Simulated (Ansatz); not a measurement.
A (100) slab of GaSb (F-43m (No. 216)), 8 planes, outer planes Ga (top) and Sb (bottom), with 8 atoms (Ga4Sb4) in a surface cell of A = 19.306 Å², as cut from the bulk:

```
CELL_PARAMETERS angstrom
4.39385 0.00000 0.00000
0.00000 4.39385 0.00000
0.00000 0.00000 25.87422
ATOMIC_POSITIONS crystal
Sb 0.00000 0.50000 0.28986
Ga 0.50000 0.50000 0.34990
Sb 0.50000 0.00000 0.40994
Ga 0.00000 0.00000 0.46998
Sb 0.00000 0.50000 0.53002
Ga 0.50000 0.50000 0.59006
Sb 0.50000 0.00000 0.65010
Ga 0.00000 0.00000 0.71014
```

Method: DFT PBE, scalar-relativistic, plane waves, PAW (Ansatz 0.2.0). Settings: cutoff 420 eV, Γ-centred mesh 8×8×1 on the computed 8-atom cell, Gaussian smearing of 0.10 eV; no spin polarisation. A dipole correction removes the field between periodic images along c.

Against the same 8 atoms in the bulk, the slab as cut lies 2.580 eV higher and the relaxed slab 2.535 eV higher.

**Question.** Work out the surface energy before and after relaxation.

**Answer.** The slab has two faces, so γ = (E_slab − N·E_bulk)/(2A), the mean of both. As cut: 2.580/(2 × 19.306) = 0.0668 eV/Å², and 1 eV/Å² = 16.02 J/m², so γ = 1.07 J/m². Relaxed: 2.535/(2 × 19.306) = 0.0657 eV/Å² = 1.05 J/m². Relaxation recovers 1.7 % of the cost of cutting.

**Question.** What is the ideal work of this cut, per area?

**Answer.** Griffith's ideal work is 2γ: 2.14 J/m² if the new faces stay rigid, 2.10 J/m² if they relax. One thickness was run, 8 planes, so γ can still shift with it.